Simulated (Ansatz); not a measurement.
# Sb: convergence with the PAW cutoff

The task here is to estimate one member of a computed series from the others.

Computed with Ansatz 0.2.0 (DFT, PBE, PAW with Ansatz's default frozen-core files, scalar-relativistic, unless a step's input says otherwise).

3 further runs of the same task are left out: 3 that didn't finish. Runs told in other sessions of the task aren't counted.

**The structure to begin with**

It takes space group I4/mmm (No. 139, tetragonal). Conventional cell: a = 3.010 Å, b = 3.010 Å, c = 4.960 Å, α = 90.00°, β = 90.00°, γ = 90.00°. Around Sb (site symmetry 4/mmm) lie 12 Sb at 3.01 to 3.27 Å.

Coordinates:

```xyz
1
Lattice="-1.5050 1.5050 2.4800 1.5050 -1.5050 2.4800 1.5050 1.5050 -2.4800" Properties=species:S:1:pos:R:3 pbc="T T T"
Sb    0.0000    0.0000    0.0000
```

The geometry is a database entry used as it stands. It may stem from high pressure or temperature, or be incomplete, so it serves as a test cell.

The first run:

Contents of input.yaml:

```yaml
crystal:
  lattice:
    - [-1.505, 1.505, 2.48]
    - [1.505, -1.505, 2.48]
    - [1.505, 1.505, -2.48]
  atoms:
    - { symbol: Sb, position: [0.0, 0.0, 0.0] }
kpoints:
  mp_grid: { grid: [19, 19, 19] }
scf:
  occupations: { method: fermi_dirac, width: 0.05 }
hamiltonian:
  xc: pbe
  pseudopotentials: { kind: paw }
output:
  forces: true
  stress: true
  eigenvalues: true
  efg: { contact_densities: true }
basis:
  ecutwfc: 250
```

Launch:

```bash
$ ansatz run input.yaml --threads 1 --pin off --max-ram 2048MiB --backend cpu --events-out ev --progress --plain --runs-dir out
```

Among the steps run: With PAW files, cutoff 250 eV; With PAW files, cutoff 350 eV; With PAW files, cutoff 500 eV; With PAW files, cutoff 600 eV; With PAW files, cutoff 800 eV.

One of the session's tables, all rows but one given; the rest of the session is left out.

| cutoff (eV) | pressure (GPa) |
| --- | --- |
| 250 | 19.54 |
| 350 | ? |
| 500 | 19.24 |
| 600 | 19.24 |
| 800 | 19.24 |

Q: Estimate the row for cutoff (eV) = 350 from the others.

Worked estimate for «pressure (GPa)». A straight line through the neighbours (250, 19.54) and (500, 19.24) gives 19.54 + (19.24 − 19.54) × (350 − 250) / (500 − 250) = 19.42; a parabola fitted to 3 rows on both sides gives 19.37.

**Answer.** pressure (GPa): 19.26. In «pressure (GPa)» the line misses by +0.16 and the parabola by +0.11. Between these rows the values bend or scatter more than so simple an estimate can follow.

Energies are those extrapolated to zero smearing.

Caveats from the session: Warnings in the runs' records: gradients without spin orbit, cutoff below recommended.
